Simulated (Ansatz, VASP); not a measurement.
Given: the input of a run of VASP 6.6.1 on HfN.

INCAR

```
SYSTEM = HfN
  ALGO = Normal
  EDIFF = 1E-7
  ENCUT = 520
  GGA = PE
  ISIF = 2
  ISMEAR = -1
  LASPH = .True.
  LCHARG = .False.
  LREAL = .False.
  LWAVE = .False.
  NBANDS = 14
  NELM = 80
  PREC = Accurate
  SIGMA = 0.05
```

Contents of KPOINTS:

```
k-points
0
Gamma
  9 9 9
  0 0 0
```

POSCAR

```
HfN
1.0
    0.0000000000      2.4383461881      2.4383461881
    2.4383461881      0.0000000000      2.4383461881
    2.4383461881      2.4383461881      0.0000000000
Hf N
1 1
Direct
    0.0000000000      0.0000000000      0.0000000000
    0.2500000000      0.2500000000      0.2500000000
```

Potentials or basis: VASP PAW PBE potentials, release 64 (Hf_pv, N).

Run with:

```bash
$ cat potpaw_PBE.64/Hf_pv/POTCAR potpaw_PBE.64/N/POTCAR > POTCAR
$ mpirun -np 1 vasp_std > vasp.out
```

Problem. Set up the same calculation for Ansatz 0.2.0. Potentials there: Ansatz PAW.

Solution. As run (the cutoff follows the program's own potentials):

input.yaml

```yaml
crystal:
  lattice:
    - [0.0, 2.4383461881, 2.4383461881]
    - [2.4383461881, 0.0, 2.4383461881]
    - [2.4383461881, 2.4383461881, 0.0]
  atoms:
    - { symbol: Hf, position: [0.0, 0.0, 0.0] }
    - { symbol: "N", position: [0.25, 0.25, 0.25] }
hamiltonian:
  xc: pbe
  pseudopotentials: { kind: paw }
kpoints:
  mp_grid: { grid: [9, 9, 9] }
scf:
  occupations: { method: fermi_dirac, width: 0.05 }
output:
  forces: true
  stress: true
  eigenvalues: true
```

Potentials or basis: Ansatz PAW.

Run with:

```console
$ ansatz run input.yaml --threads 2 --pin off --max-ram 5120MiB --backend cpu --events-out ev --progress --plain --runs-dir out
```

Both were run:

|  | VASP | Ansatz | Ansatz less VASP |
| --- | --- | --- | --- |
| gap on the k mesh at the Fermi level (eV) | none | none | - |
| pressure (GPa) | 3.7 | 4.7 | +0.99 |

A gap of «none» marks a metal or a gap that the smearing closes. With one functional, cell and mesh, what is left measures potentials, basis and numerics. The two sets of potentials don't hold the same shells in valence.

Caveats: the pressure holds a Pulay correction of +0.4 GPa for the finite cutoff (Ansatz). The runs have no spin-orbit coupling, so splittings on Hf are missing.
